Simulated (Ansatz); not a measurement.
# BaZrO3 (P1) in Ansatz: convergence with n extra bands

Aim: find how far n extra bands must go before the results for BaZrO3 settle, at PBE+U. This setting moves, with any that are tied to it; all else stays.

Everything below comes from runs of Ansatz 0.2.0. Logs are shortened: lines on timing, memory, paths and dates and some standing lists are left out, and cuts for length are marked.

### 1 The cell of the first run

The typed cell holds 5 atoms: a = 4.191 Å, b = 4.191 Å, c = 4.191 Å, α = 90.00°, β = 90.00°, γ = 90.00°.

The cell isn't the ideal one: atoms moved at random, drawn with an rms of 0.05 Å.

### 2 With n extra bands 1

input.yaml

```yaml
crystal:
  lattice:
    - [4.19134, 0.0, 0.0]
    - [0.0, 4.19134, 0.0]
    - [0.0, 0.0, 4.19134]
  atoms:
    - { symbol: Ba, position: [0.000198, 0.007772, -0.007424] }
    - { symbol: Zr, position: [0.50054, 0.508277, 0.491876] }
    - { symbol: O, position: [0.492829, 0.501171, 0.000468] }
    - { symbol: O, position: [0.494358, 0.001554, 0.506589] }
    - { symbol: O, position: [-0.005827, 0.505991, 0.504629] }
hamiltonian:
  xc: pbe
  pseudopotentials: { kind: paw }
  hubbard: { sites: [{ species: Zr, l: d, u_eff: 1.0 }] }
kpoints:
  mp_grid: { grid: [5, 5, 5] }
scf:
  occupations: { method: gaussian, width: 0.1 }
  n_extra_bands: 1
output:
  forces: true
  stress: true
  eigenvalues: true
```

Potentials or basis: Ansatz PAW.

On the command line:

```bash
$ ansatz run input.yaml --threads 2 --pin off --max-ram 5632MiB --backend cpu --events-out ev --progress --plain --runs-dir out
```

Standard output:

```text
Warning: RAYON_NUM_THREADS=2 ignored (pool sized by the plan → 2); use --threads N
Ba: projections on atomic orbitals take those of the free atom [Kr 4d10] 5s2 5p6 6s2, of charge +0.00 (hamiltonian.pseudopotentials.projection_atoms); the dataset's partial waves leave at most 9.7e-6 of an orbital's norm unspanned inside its sphere
Zr: projections on atomic orbitals take those of the free atom [Ar 3d10] 4s2 4p6 4d2 5s2, of charge +0.00 (hamiltonian.pseudopotentials.projection_atoms); the dataset's partial waves leave at most 4.4e-6 of an orbital's norm unspanned inside its sphere
O: projections on atomic orbitals take those of the free atom [He] 2s2 2p4, of charge +0.00 (hamiltonian.pseudopotentials.projection_atoms); the dataset's partial waves leave at most 1.9e-8 of an orbital's norm unspanned inside its sphere
scf.n_extra_bands = 1 over 20 filled bands (N_el = 40.0): the run solves 21 bands
Engine: ansatz 0.2.0, aarch64-unknown-linux-gnu
Pseudopotentials: kind: paw
Pseudopotential: Ba, paw, valence charge 10, recommended cutoff 420 eV (normal), Ba.paw.azcp
Pseudopotential: Zr, paw, valence charge 12, recommended cutoff 420 eV (normal), Zr.paw.azcp
Pseudopotential: O, paw, valence charge 6, recommended cutoff 420 eV (normal), O.paw.azcp
Functional definition: PBE
  parameter kappa = 0.804
  parameter beta = 0.06672455060314922
  exchange = pbe_x(kappa = kappa, mu = beta*pi^2/3)
  correlation = pbe_c(beta = beta)
Crystal: 5 atoms, lattice volume = 73.631 Å³
Basis set: ecut = 420 eV, 1419 PW (Γ), exchange–correlation on 60×60×60 points (8 copies of the dense FFT grid, shifted against one another)
Bands: 21, of which v1, the nominal top of the filled ones, is band 20 counted from 1 (19 counted from 0)
Symmetry: 1 space group operations
Space group: P1 (ITA 1), of the structure as read, at distance tolerance 4.2e-5 Å
k-points: 63 of 125 (time reversal used)
Non-local potential: Ba, projectors of the file, l = 0: 3, l = 1: 2, l = 2: 2, l = 3: 2
Non-local potential: Zr, projectors of the file, l = 0: 3, l = 1: 2, l = 2: 2, l = 3: 2
Non-local potential: O, projectors of the file, l = 0: 2, l = 1: 2, l = 2: 1
PAW form: soft (Blöchl's): semilocal exchange-correlation on the pseudo side does not see the compensation charge
PAW one-centre angular grid: Ba, 194 points (default); XC on 64 Gauss nodes
PAW one-centre angular grid: Zr, 590 points (default); XC on 64 Gauss nodes
PAW one-centre angular grid: O, 110 points (default); XC on 64 Gauss nodes
Initial density: superposition of atomic densities (chi_scale 0.1, normalization cell, long waves kept (reshape's long-wave potential 0.00 eV rms))
[... 22 lines left out ...]
--- Per-component energies (eV) ---
  E_band       = -90.572532
  E_kinetic    = 1034.337239
  E_local      = -1940.703323  (includes V_loc(G=0)·N_el)
  E_nonlocal   = 275.809075
  E_hartree    = 688.197591
  E_xc         = -556.433318
  E_vxc        = -615.944794  (∫ρ·V_xc dr)
  E_hubbard    = 0.883967  (on-site DFT+U / exact-exchange correction)
  E_vhub       = 0.604011  (the Hubbard potential's part of the band-sum identity)
  E_paw        = -8652.441170  (= ΣΔE_a)
  E_vpaw       = -221.077293  (= ΣTr[D̂ρ^β])
  E_aug_tail   = 0.007373  (compensation charges beyond the density's cutoff)
  E_ewald      = -2693.427603
  E_smearing   = -0.000000  (= −TS)
  E_closure    = 0.000000  (closes the sum)
  Σ components = -11843.770168   (vs F -11843.770168, Δ=0.00e0)
--- Forces (eV/Å), atoms counted from 1 ---
  atom   1  Ba     0.00565068    -0.00406124    -0.03242383
  atom   2  Zr    -0.15847646    -0.16377549     0.23065434
  atom   3  O      0.00576149    -0.01407675    -0.08552426
  atom   4  O     -0.00633485     0.23533344    -0.06468282
  atom   5  O      0.15339102    -0.05341350    -0.04803825
  max |Σ_I F_I| component: 1.48e-5 eV/Å
--- Stress (GPa, compression-positive) ---
        4.586459       0.001855      -0.007491
        0.001855       4.538057       0.005838
       -0.007491       0.005838       4.707627
  P = ⅓ Tr σ = 4.6107 GPa (46.107 kbar)
--- Band table (eV; the first three rows and the last of 63) ---
  k-point 0: bands = ["-37.2911", "-15.4495", "-15.4463", "-15.4444", "-15.3140", "-6.4707", "-6.1493", "-6.1472", "-0.4627", "-0.4624", "-0.4609", "8.4228", "8.4257", "8.4269", "8.8538", "8.8578", "8.8706", "9.6285", "9.6437", "9.6537", "13.3021"]
  k-point 1: bands = ["-37.2900", "-15.5942", "-15.4439", "-15.4428", "-15.2308", "-6.4844", "-6.1421", "-5.8943", "-0.4367", "-0.4365", "-0.3917", "7.7714", "8.2924", "8.2961", "8.5604", "8.5677", "8.6210", "8.8585", "9.5414", "9.5465", "13.4139"]
  k-point 2: bands = ["-37.2878", "-15.7560", "-15.4401", "-15.4389", "-15.1645", "-6.6006", "-6.1306", "-5.3470", "-0.3939", "-0.3936", "-0.2814", "6.4715", "8.0222", "8.0257", "8.1807", "8.2387", "8.2672", "8.2766", "9.4404", "9.4439", "13.6302"]
  k-point 62: bands = ["-37.2861", "-15.7006", "-15.5327", "-15.5198", "-15.1808", "-6.1808", "-5.8471", "-5.4051", "-0.5801", "-0.5124", "-0.3036", "6.4420", "6.9830", "7.5767", "7.6143", "7.7659", "8.3005", "8.9772", "9.2024", "9.2490", "14.8174"]
Occupation matrices written to <dir>
```

occupation_matrices:

```text
# The occupation matrices of the corrected shells as a run of Ansatz 0.0.0 ended. An entry of
# hamiltonian.hubbard.sites starts from them by `starting_ns: <path of this file>`, where that key's refused
# combinations let it.
# Free energy -11843.770168 eV.
# projection_atom_Ba: [Kr 4d10] 5s2 5p6 6s2
[... 21 lines left out ...]
    matrix:
      - [0.2849217603344145, -0.0001255697401109106, -0.00010119551653075728, -4.5645536355253906e-5, 0.00012751193902868578]
      - [-0.0001255697401109106, 0.19837945719519015, -2.8370917003032604e-5, -0.000259847035447752, -0.00022512290127731788]
      - [-0.00010119551653075728, -2.8370917003032604e-5, 0.1984214005587493, 0.0002874154852070794, -0.0001658858305094319]
      - [-4.56455363552539e-5, -0.000259847035447752, 0.0002874154852070794, 0.2846376897051025, 4.678616660531775e-5]
      - [0.00012751193902868578, -0.00022512290127731788, -0.0001658858305094319, 4.678616660531774e-5, 0.19756276798263406]
```

Wall time 7.7 s (2 threads of Arm Neoverse V2, shared host); peak memory 0.45 GiB.

Results:

- Free energy: -11843.7702 eV
- Pressure: 4.6 GPa
- Largest force: 0.324 eV/Å
- Band gap on the k mesh: 3.53 eV, indirect (least direct gap 3.65 eV)

### 3 With n extra bands 2

input.yaml, as its differences from that of step 2:

```diff
@@ -19,3 +19,3 @@
   occupations: { method: gaussian, width: 0.1 }
-  n_extra_bands: 1
+  n_extra_bands: 2
 output:
```

Potentials or basis: Ansatz PAW.

On the command line:

```bash
$ ansatz run input.yaml --threads 2 --pin off --max-ram 5632MiB --backend cpu --events-out ev --progress --plain --runs-dir out
```

Wall time 7.8 s (2 threads of Arm Neoverse V2, shared host); peak memory 0.45 GiB.

What came out:

```
Free energy            : -11843.7702 eV
Pressure               : 4.6 GPa
Largest force          : 0.324 eV/Å
Band gap on the k mesh : 3.53 eV, indirect (least direct gap 3.65 eV)
```

### 4 With n extra bands 4

input.yaml, as its differences from that of step 3:

```diff
@@ -19,3 +19,3 @@
   occupations: { method: gaussian, width: 0.1 }
-  n_extra_bands: 2
+  n_extra_bands: 4
 output:
```

On the command line:

```bash
$ ansatz run input.yaml --threads 2 --pin off --max-ram 5632MiB --backend cpu --events-out ev --progress --plain --runs-dir out
```

It took 7.7 s on 2 threads of Arm Neoverse V2, shared host; peak memory 0.44 GiB.

Results:

```
Free energy            : -11843.7702 eV
Pressure               : 4.6 GPa
Largest force          : 0.324 eV/Å
Band gap on the k mesh : 3.53 eV, indirect (least direct gap 3.65 eV)
```

### 5 With n extra bands 8

input.yaml, as its differences from that of step 4:

```diff
@@ -19,3 +19,3 @@
   occupations: { method: gaussian, width: 0.1 }
-  n_extra_bands: 4
+  n_extra_bands: 8
 output:
```

On the command line:

```bash
$ ansatz run input.yaml --threads 2 --pin off --max-ram 5632MiB --backend cpu --events-out ev --progress --plain --runs-dir out
```

Wall time 9 s (2 threads of Arm Neoverse V2, shared host); peak memory 0.45 GiB.

It converged, with:

```yaml
Free_energy: -11843.7702 eV
Pressure: 4.6 GPa
Largest_force: 0.324 eV/Å
Band_gap_on_the_k_mesh: 3.53 eV, indirect (least direct gap 3.65 eV)
```

### 6 With n extra bands 16

input.yaml, as its differences from that of step 5:

```diff
@@ -19,3 +19,3 @@
   occupations: { method: gaussian, width: 0.1 }
-  n_extra_bands: 8
+  n_extra_bands: 16
 output:
```

Potentials or basis: Ansatz PAW.

On the command line:

```bash
$ ansatz run input.yaml --threads 2 --pin off --max-ram 5632MiB --backend cpu --events-out ev --progress --plain --runs-dir out
```

It took 10 s on 2 threads of Arm Neoverse V2, shared host; peak memory 0.47 GiB.

It converged, with:

```yaml
Free_energy: -11843.7702 eV
Pressure: 4.6 GPa
Largest_force: 0.324 eV/Å
Band_gap_on_the_k_mesh: 3.53 eV, indirect (least direct gap 3.65 eV)
```

### 7 With n extra bands 32

input.yaml, as its differences from that of step 6:

```diff
@@ -19,3 +19,3 @@
   occupations: { method: gaussian, width: 0.1 }
-  n_extra_bands: 16
+  n_extra_bands: 32
 output:
```

On the command line:

```bash
$ ansatz run input.yaml --threads 2 --pin off --max-ram 5632MiB --backend cpu --events-out ev --progress --plain --runs-dir out
```

Wall time 13 s (2 threads of Arm Neoverse V2, shared host); peak memory 0.51 GiB.

The run converged. Its results:

```yaml
Free_energy: -11843.7702 eV
Pressure: 4.6 GPa
Largest_force: 0.324 eV/Å
Band_gap_on_the_k_mesh: 3.53 eV, indirect (least direct gap 3.65 eV)
```

### 8 Summary

```
n extra bands  energy less the tightest run, at zero smearing (meV/atom)  SCF cycles  CPU time (s)  peak memory (GiB)
            1                                                       0.00          10            15               0.45
            2                                                       0.00           9            15               0.45
            4                                                       0.00           9            15               0.44
            8                                                       0.00           9            18               0.45
           16                                                       0.00          10            20               0.47
           32                                                       0.00           9            26               0.51
```

Against the tightest run, the energy stays within 1 meV/atom from 1 on. The tightest run that finished is the yardstick and may itself not be fully converged.

Caveats: odd divisions of the mesh miss points on the zone boundary, where band edges often lie, so the gap on the mesh can be too wide; spin-orbit coupling is left out, which moves the levels of the heavy elements.
